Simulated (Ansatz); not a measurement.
Crystal: InSe.

```
In Se
1.0
     5.82639   -2.05465    0.00000
     5.82639    2.05465    0.00000
    -1.72323    0.00000    4.77135
In Se
2 2
Direct
  0.88820 0.88820 0.04684
  0.11180 0.11180 0.95316
  0.66093 0.66093 0.66896
  0.33907 0.33907 0.33104
```

The cell comes from a database or a generator and needn't be the stable form of this composition.

```yaml
Program: Ansatz 0.2.0
Task: relaxation of cell and atoms
Functional: revPBE
Dispersion: D4
Potentials_or_basis: Ansatz PAW
Cutoff: "420 eV (not typed: the program's choice for these potentials)"
k_mesh: 7 × 7 × 6
Occupations: fermi-dirac, width 0.05 eV
Spin: no spin polarisation
```

At the start: volume 28.56 Å³/atom.

Problem. Where does the relaxation end?

Solution. It ends after 9 steps and the volume is 25.55 Å³/atom (-10.5 %); space group C2/m (No. 12, to 0.05 Å).

The path:
```tsv
step	energy change (eV)	largest force (eV/Å)	volume (Å³)
1	0.0000	0.3245	114.24
2	-0.0136	0.5051	106.46
3	-0.0641	0.0762	107.83
4	-0.0915	0.0955	104.46
5	-0.0986	0.1191	102.01
6	-0.1051	0.0339	102.87
7	-0.1059	0.0172	102.10
8	-0.1060	0.0020	102.19
9	-0.1045	0.0021	102.19
```

Final structure:
```
In Se
1.0
     5.96553   -2.06634    0.12213
     5.96553    2.06634    0.12213
    -1.66437    0.00000    4.11086
In Se
2 2
Direct
  0.88463 0.88463 0.01426
  0.11537 0.11537 0.98574
  0.65232 0.65232 0.62993
  0.34768 0.34768 0.37007
```

Caveat: the plane-wave basis is chosen anew once the cell has moved, so the energies of steps on either side of that aren't comparable; the PAW data sets come from PBE, with cores solved anew for the run's functional, which leaves a small shift of forces and pressure.
